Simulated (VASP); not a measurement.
## Pt2Se3: relaxation of cell and atoms with PBE

Crystal: Pt2Se3.

```
Pt Se
1.0
     4.64016    0.00000    0.00000
    -2.32008    4.01850    0.00000
     0.00000    0.00000    5.60257
Pt Se
2 3
Direct
  0.33333 0.66667 0.13800
  0.66667 0.33333 0.86200
  0.00000 0.00000 0.00000
  0.33333 0.66667 0.62500
  0.66667 0.33333 0.37500
```

The cell was built by a generator and needn't be a form met in nature.

```yaml
Program: VASP 6.6.1
Task: relaxation of cell and atoms
Functional: PBE
Potentials_or_basis: VASP PAW PBE potentials, release 64 (Pt, Se)
Cutoff: 600 eV
k_mesh: 6 × 6 × 4
Occupations: gaussian, width 0.1 eV
Spin: no spin polarisation
Dipole_correction: no
Further_INCAR_settings: ALGO = Normal; EDIFF = 1e-06; IBRION = 2; EDIFFG = -0.04; NSW = 90; ISIF = 3
```

```
Relaxed volume                         : 21.68 Å³/atom
Relaxed cell                           : a = 3.770 Å, b = 3.770 Å, c = 8.811 Å, α = 90.00°, β = 90.00°, γ = 120.00°
Space group after relaxing (to 0.05 Å) : P-3m1 (No. 164)
Energy gained by relaxing              : 491.9 meV/atom
Ionic steps                            : 47
Pressure after relaxing                : -0.1 GPa
Largest force after relaxing           : 0.033 eV/Å
Band gap on the k mesh                 : none (metal or under the smearing width)
```

Forces in eV/Å, atoms in the order of the input:
```
Pt   0.000  0.000  0.033
Pt   0.000  0.000 -0.033
Se   0.000  0.000  0.000
Se   0.000  0.000  0.003
Se   0.000  0.000 -0.003
```

The path:
| step | energy change (eV) | largest force (eV/Å) | pressure (GPa) | volume (Å³) |
| --- | --- | --- | --- | --- |
| 1 | 0.0000 | 0.7958 | -6.43 | 104.47 |
| 3 | -0.2167 | 0.9019 | 1.75 | 96.30 |
| 5 | -1.0432 | 1.3232 | 4.28 | 93.65 |
| 7 | -1.2320 | 0.7517 | 6.88 | 92.47 |
| 9 | -1.3705 | 0.7278 | 0.42 | 97.48 |
| 11 | -1.4403 | 0.4154 | -0.56 | 97.98 |
| 13 | -1.5045 | 0.3631 | -0.04 | 97.43 |
| 15 | -1.5399 | 0.2311 | 1.58 | 96.56 |
| 17 | -1.5906 | 0.3714 | 2.13 | 97.37 |
| 19 | -1.6183 | 0.3991 | -1.20 | 100.53 |
| 21 | -1.7489 | 1.0119 | 0.08 | 102.92 |
| 23 | -1.7508 | 1.1651 | 0.47 | 103.18 |
| 25 | -1.8237 | 1.4420 | 0.96 | 104.87 |
| 27 | -1.7965 | 2.6641 | 6.92 | 110.08 |
| 29 | -1.9422 | 2.1265 | 3.40 | 108.76 |
| 31 | -2.1303 | 1.7613 | 0.55 | 114.86 |
| 33 | -2.1819 | 1.5230 | -0.34 | 115.76 |
| 35 | -2.3993 | 0.5146 | -2.02 | 112.90 |
| 37 | -2.4367 | 0.2402 | -0.67 | 110.00 |
| 39 | -2.4478 | 0.2038 | 0.24 | 108.68 |
| 41 | -2.4542 | 0.1166 | -0.14 | 108.51 |
| 43 | -2.4577 | 0.0653 | 0.62 | 107.77 |
| 45 | -2.4590 | 0.0433 | 0.14 | 108.19 |
| 47 | -2.4594 | 0.0333 | -0.12 | 108.42 |

Final structure:
```yaml
crystal:
  lattice:
    - [3.76957, 0.00000, 0.00000]
    - [-1.88478, 3.26454, 0.00000]
    - [0.00000, 0.00000, 8.81070]
  atoms:
    - { symbol: Pt, position: [0.33333, 0.66667, 0.18843] }
    - { symbol: Pt, position: [0.66667, 0.33333, 0.81157] }
    - { symbol: Se, position: [0.00000, 0.00000, 0.00000] }
    - { symbol: Se, position: [0.33333, 0.66667, 0.67654] }
    - { symbol: Se, position: [0.66667, 0.33333, 0.32346] }
```

Levels at points of the mesh, in eV from the Fermi level:
| k point | band 15 | band 16 | band 17 | band 18 | band 19 | band 20 | band 21 | band 22 | band 23 |
| --- | --- | --- | --- | --- | --- | --- | --- | --- | --- |
| (0.00, 0.00, 0.00) | -1.76 | -0.97 | -0.97 | 0.04 | 1.05 | 1.05 | 2.43 | 2.43 | 2.91 |
| (0.50, 0.00, 0.00) | -2.41 | -2.28 | -2.19 | -1.55 | -0.74 | 0.01 | 1.87 | 1.89 | 2.08 |
| (0.00, 0.00, 0.50) | -1.22 | -1.20 | -1.05 | -1.05 | 1.23 | 1.23 | 2.33 | 2.33 | 3.83 |
| (0.50, 0.00, 0.50) | -2.34 | -2.33 | -2.11 | -2.03 | -0.93 | -0.22 | 2.25 | 2.34 | 2.70 |

Wall time 15 min on 1 thread of Intel(R) Xeon(R) 6975P-C (Granite Rapids) (shared host), peak memory 0.34 GiB.

Caveat: this functional lacks dispersion, which binds the layers, so the pressure and a relaxed spacing across them are unreliable. The run has no spin-orbit coupling, so splittings on Pt are missing.
